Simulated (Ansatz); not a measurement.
Reactions of C8H18O (`CCCCC(CC)CO`).

Isolated molecules relaxed with PBE0-D4/def2-TZVP in Ansatz; ΔE leaves out vibrations. CCSD(T)/CBS adds triple-zeta CCSD(T) − MP2 to the extrapolated MP2 energy (def2 sets, frozen cores). This one scheme is used for every species. Each species was taken in one conformer, which may not be the lowest.

(1) Order these by ΔE at CCSD(T)/CBS, lowest first. (Best estimate.)
A. `CCCCC(CC)CO` + H₂S → `OCS` + `CCCCCCC`
B. `CCCCC(CC)CO` + H–F → `CCCCF` + `CCCCO`
C. `CCCCC(CC)CO` + `C=O` → `O=CCO` + `CCCCCCC`
D. `CCCCC(CC)CO` + `CCCCC` → `CCCCCCCC` + `CCC(C)CO`

Largest T1 diagnostic: 0.015, for `C=O`.

Results:

(1) C (-0.38 eV), D (-0.06 eV), A (+0.20 eV), B (+0.43 eV).
